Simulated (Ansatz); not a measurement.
Born–Oppenheimer molecular dynamics of a periodic cell of 17 atoms, Zr9N8 (host ZrN, host structure Fm-3m, interstitial Zr). It goes on from the last frame of an earlier run, with new velocities.

Level of theory: DFT PBEsol, scalar-relativistic, plane waves, PAW in Ansatz 0.2.0. Settings: PAW set soft_1, cutoff 420 eV, k mesh 3x3x3, fermi-dirac smearing 0.05 eV, no spin polarisation.

```json
{
 "ensemble": "NVT, Langevin thermostat",
 "time step": "1 fs",
 "steps asked": "140",
 "set temperature": "1260 K",
 "friction": "0.02 /fs",
 "seed": "421977"
}
```

First frame:

```xyz
17
Lattice="0.0000 4.5370 4.5370 4.5370 0.0000 4.5370 4.5370 4.5370 0.0000" Properties=species:S:1:pos:R:3
Zr 0.102 0.004 -0.075
N 2.015 2.354 2.185
Zr 2.264 2.348 -0.197
N 4.682 4.750 2.197
Zr 2.428 0.178 2.192
N 4.588 2.395 4.639
Zr 4.970 1.769 2.712
N 6.942 4.415 4.471
Zr 0.046 2.344 2.208
N 2.282 4.498 4.505
Zr 2.210 4.647 2.192
N 4.598 6.742 4.213
Zr 2.397 2.384 4.391
N 4.444 4.375 6.850
Zr 4.340 4.676 4.281
N 6.890 6.891 6.576
Zr 3.780 2.966 1.515
```

(1) What does the run give?

(2) What happens to the structure?

(3) How do temperature and energy run in time?

Results:

(1) The run went to its last step.

```json
{"steps done": "140", "time covered": "140 fs", "mean temperature over the second half": "1322 K", "spread of the potential energy over the second half": "38.7 meV per atom", "mean potential energy of the second half above the start": "54.4 meV per atom"}
```

A run of 0.14 ps of so small a system gives no equilibrium averages. Limits of this set-up: coarse k mesh, PAW files made for another functional, a small cell, in which the defect meets its images.

(2) Mean squared displacements from the first frame to the last, about the centre of mass: Zr 0.07 Å², N 0.06 Å². Another seed would give other details.

(3) 
```
time (fs)  T (K)  potential energy less start (eV)
        0   1186                             0.000
        4   1240                            -0.134
        8   1107                            -0.095
       12    955                             0.058
       16   1053                             0.178
       20    899                             0.171
       24   1052                            -0.118
       28   1127                            -0.388
       32   1426                            -0.420
       36   1596                            -0.372
       40   1428                            -0.151
       44   1214                             0.094
       48   1200                             0.152
       52   1311                             0.064
       56   1338                             0.028
       60   1386                             0.053
       64   1458                             0.279
       68   1353                             0.824
       72   1111                             1.606
       76    905                             2.115
       80   1118                             2.039
       84   1202                             1.679
       88   1341                             1.272
       92   1516                             0.830
       96   1740                             0.393
      100   1889                             0.205
      104   1570                             0.304
      108   1338                             0.628
      112   1240                             0.720
      116   1312                             0.578
      120   1352                             0.275
      124   1513                             0.053
      128   1453                             0.231
      132   1275                             0.802
      136    952                             1.478
      140   1006                             1.721
```

Run time: 22 min on 2 threads of Intel(R) Xeon(R) Platinum 8259CL CPU @ 2.50GHz (Skylake/Cascade Lake), with other jobs on the host, peak memory 0.93 GiB.
